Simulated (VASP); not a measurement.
The system is Pd.

```
CELL_PARAMETERS angstrom
-1.54077 1.54077 1.54077
1.54077 -1.54077 1.54077
1.54077 1.54077 -1.54077
ATOMIC_POSITIONS crystal
Pd 0.00000 0.00000 0.00000
```

This isn't the form of Pd at room conditions, which is fcc.

Base run:

```yaml
Program: VASP 6.6.1
Functional: PBEsol
Potentials_or_basis: VASP PAW PBE potentials, release 64 (Pd)
Cutoff: 900 eV
k_mesh: 18 × 18 × 18
Occupations: gaussian, width 0.1 eV
Spin: no spin polarisation
```

Its results: band gap on the k mesh none (metal or under the smearing width); pressure 0.1 GPa.

Question: The run is repeated on the same cell with these changes: cutoff from 900 eV to 520 eV; occupations from gaussian, width 0.1 eV to gaussian, width 0.5 eV. What comes out?

Answer: Band gap on the k mesh none (metal or under the smearing width); pressure 1.2 GPa.

Caveats: the PAW data sets were made with another functional, which shifts forces and pressure a little.
